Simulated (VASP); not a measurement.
# ZnS in VASP 6.6.1, single-point calculation

INCAR

```
NELM = 120
LCHARG = .FALSE.
LREAL = .FALSE.
GGA = RP
ISMEAR = -1
EDIFF = 1E-7
IBRION = -1
SIGMA = 0.02
PREC = Accurate
ENCUT = 520
LWAVE = .FALSE.
NBANDS = 16
ISIF = 2
NSW = 0
LASPH = .TRUE.
```

KPOINTS

```
KPOINTS created by Atomic Simulation Environment
0
Gamma
8 8 8
0 0 0
```

POSCAR

```
Zn S
 1.0000000000000000
    -0.1131538066000000    2.6886954582000002    2.6886954582000002
     2.6886954582000002   -0.1131538066000000    2.6886954582000002
     2.6886954582000002    2.6886954582000002   -0.1131538066000000
 Zn  S
   1   1
Cartesian
 -0.0174340777185392 -0.0174340777185392 -0.0174340777185392
  1.3334933551685391  1.3334933551685391  1.3334933551685393
```

The recommended PBE PAW datasets give the neutral cell 18 valence electrons.

Command

```
mpirun -np 1 vasp_std
```

OSZICAR

```
N       E                     dE             d eps       ncg     rms          rms(c)
DAV:   1     0.899777724464E+02    0.89978E+02   -0.87792E+03  2080   0.132E+03
DAV:   2    -0.761230596496E+00   -0.90739E+02   -0.84964E+02  2440   0.258E+02
DAV:   3    -0.653330878582E+01   -0.57721E+01   -0.57494E+01  2512   0.636E+01
DAV:   4    -0.659562014732E+01   -0.62311E-01   -0.62298E-01  2576   0.693E+00
DAV:   5    -0.659638765091E+01   -0.76750E-03   -0.76749E-03  2608   0.725E-01    0.692E+00
DAV:   6    -0.618840410159E+01    0.40798E+00   -0.69296E-01  3128   0.278E+01    0.540E+00
DAV:   7    -0.617105043736E+01    0.17354E-01   -0.25519E-01  2432   0.420E+00    0.280E+00
DAV:   8    -0.617365410993E+01   -0.26037E-02   -0.69243E-03  2344   0.738E-01    0.701E-01
DAV:   9    -0.617471792212E+01   -0.10638E-02   -0.16695E-03  2560   0.312E-01    0.117E-01
DAV:  10    -0.617515651094E+01   -0.43859E-03   -0.56137E-04  2488   0.223E-01    0.766E-02
DAV:  11    -0.617516357365E+01   -0.70627E-05   -0.76294E-05  2648   0.149E-01    0.154E-02
DAV:  12    -0.617516989788E+01   -0.63242E-05   -0.11845E-05  2584   0.309E-02    0.570E-03
DAV:  13    -0.617517180067E+01   -0.19028E-05   -0.35197E-06  2616   0.128E-02    0.427E-03
DAV:  14    -0.617517188476E+01   -0.84085E-07   -0.26719E-07  2760   0.500E-03
   1 F= -.61751719E+01 E0= -.61751719E+01  d E =-.986107E-12
```

From OUTCAR

```
k-points           NKPTS =     65   k-points in BZ     NKDIM =     65   number of bands    NBANDS=     16

   NELECT =      18.0000    total number of electrons

   dimension x,y,z NGX =    28 NGY =   28 NGZ =   28
   dimension x,y,z NGXF=    56 NGYF=   56 NGZF=   56

  energy-cutoff  :      520.00
  volume of cell :       41.33
      direct lattice vectors                 reciprocal lattice vectors
    -0.113153807  2.688695458  2.688695458    -0.174617742  0.182289395  0.182289395
     2.688695458 -0.113153807  2.688695458     0.182289395 -0.174617742  0.182289395
     2.688695458  2.688695458 -0.113153807     0.182289395  0.182289395 -0.174617742

 k-points in reciprocal lattice and weights: KPOINTS created by Atomic Simulation Env
   0.00000000  0.00000000  0.00000000       0.002
   0.12500000  0.00000000  0.00000000       0.012
   0.25000000  0.00000000  0.00000000       0.012
   0.37500000  0.00000000 -0.00000000       0.012
   0.50000000  0.00000000  0.00000000       0.006
   0.12500000  0.12500000  0.00000000       0.012
   0.25000000  0.12500000  0.00000000       0.023
   0.37500000  0.12500000  0.00000000       0.023
   ...

 E-fermi :   2.3882

 k-point     1 :       0.0000    0.0000    0.0000
  band No.  band energies     occupation
      1     -11.0028      2.00000
      2      -4.3232      2.00000
      3      -4.3232      2.00000
      4      -4.3025      2.00000
      5      -3.8723      2.00000
      6      -3.8723      2.00000
      7       1.7166      2.00000
      8       1.7166      2.00000
      9       1.9622      2.00000
     10       3.8292      0.00000
     11       8.0460      0.00000
     12       8.0460      0.00000
     13       8.8974      0.00000
     14      13.5093      0.00000
     15      13.5093      0.00000
     16      13.7153      0.00000

 k-point     2 :       0.1250    0.0000    0.0000
  band No.  band energies     occupation
      1     -10.9003      2.00000
      2      -4.3177      2.00000
      3      -4.3036      2.00000
      4      -4.2843      2.00000
      5      -3.8748      2.00000
      6      -3.8720      2.00000
      7       0.6705      2.00000
      8       1.5930      2.00000
      9       1.8182      2.00000
     10       4.6469      0.00000
     11       8.0708      0.00000
     12       8.2976      0.00000
     13       9.0210      0.00000
     14      12.9106      0.00000
     15      13.0958      0.00000
     16      14.5049      0.00000

 k-point     3 :       0.2500    0.0000    0.0000
  band No.  band energies     occupation
      1     -10.6343      2.00000
      2      -4.2729      2.00000
      3      -4.2597      2.00000
      4      -4.2355      2.00000
      5      -3.8754      2.00000
      6      -3.8652      2.00000
      7      -0.9520      2.00000
      8       1.3206      2.00000
      9       1.5368      2.00000
     10       5.3102      0.00000
     11       8.5974      0.00000
     12       8.7402      0.00000
     13       9.3098      0.00000
     14      12.5578      0.00000
     15      13.1085      0.00000
     16      14.2532      0.00000

 ...

  Total        0.2499427      0.2499427      0.2499427      0.4736086      0.4736086      0.4736086
  in kB        9.6900495      9.6900495      9.6900495     18.3613745     18.3613745     18.3613745
  external PRESSURE =       9.6900495 kB  Pullay stress =       0.0000000 kB

 POSITION                                       TOTAL-FORCE (eV/Angst)
 -----------------------------------------------------------------------------------
      5.24680      5.24680      5.24680        -0.022386     -0.022386     -0.022386
      1.33349      1.33349      1.33349         0.022386      0.022386      0.022386
 -----------------------------------------------------------------------------------
    total drift:                               -0.000248     -0.000248     -0.000247

  FREE ENERGIE OF THE ION-ELECTRON SYSTEM (eV)
  ---------------------------------------------------
  free  energy   TOTEN  =        -6.1751718848 eV

  energy  without entropy=       -6.1751718848  energy(sigma->0) =       -6.17517188
```

It converged. Results: gap between bands v and c on the k mesh 1.87 eV; least direct gap on the k mesh 1.87 eV; pressure 1.0 GPa; largest force 0.04 eV/Å. Band v is the last that the valence electrons fill when counted band by band, and c is the next.

For comparison, a separate PBE run of the intended cell, on usual settings and not on those above, gives a gap of 1.70 eV on its mesh and a pressure of -1.4 GPa.

The run above took about 31 s on one core of a shared host (Intel Xeon Platinum 8488C) and held 0.18 GiB at most.
